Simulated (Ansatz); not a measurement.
Crystal: SrO, rock salt type, 2 atoms in the cell.

The calculation used HSE06, plane waves, PAW datasets (earlier set, tuned by hand) (Ansatz).

Cutoff 930 eV; exchange singularity: regularized; k-mesh 4×4×4 Γ-centred; Fermi–Dirac smearing of 0.05 eV; no spin polarisation.

The fit to the energies gives V₀ = 17.109 Å³/atom (a₀ = 5.154 Å), B₀ = 92.7 GPa, B₀′ = 4.46.

Problem. What pressure does the program print at V = 17.752 Å³/atom, and how far above the lowest computed point (V = 17.224 Å³/atom) does the energy lie?

Solution. -3.15 GPa and 6.31 meV/atom. All points:

| V (Å³/atom) | a (Å) | E − E(min) (meV/atom) | P (GPa) |
| --- | --- | --- | --- |
| 16.170 | 5.0575 | 16.29 | 5.93 |
| 16.697 | 5.1118 | 2.77 | 2.38 |
| 17.224 | 5.1651 | 0.00 | -0.62 |
| 17.752 | 5.2173 | 6.31 | -3.15 |
| 18.279 | 5.2684 | 20.29 | -5.29 |

The stress includes the program's correction for the finite plane-wave basis.

The k-mesh is coarse, so these values belong to this mesh and can lie far from the converged ones.
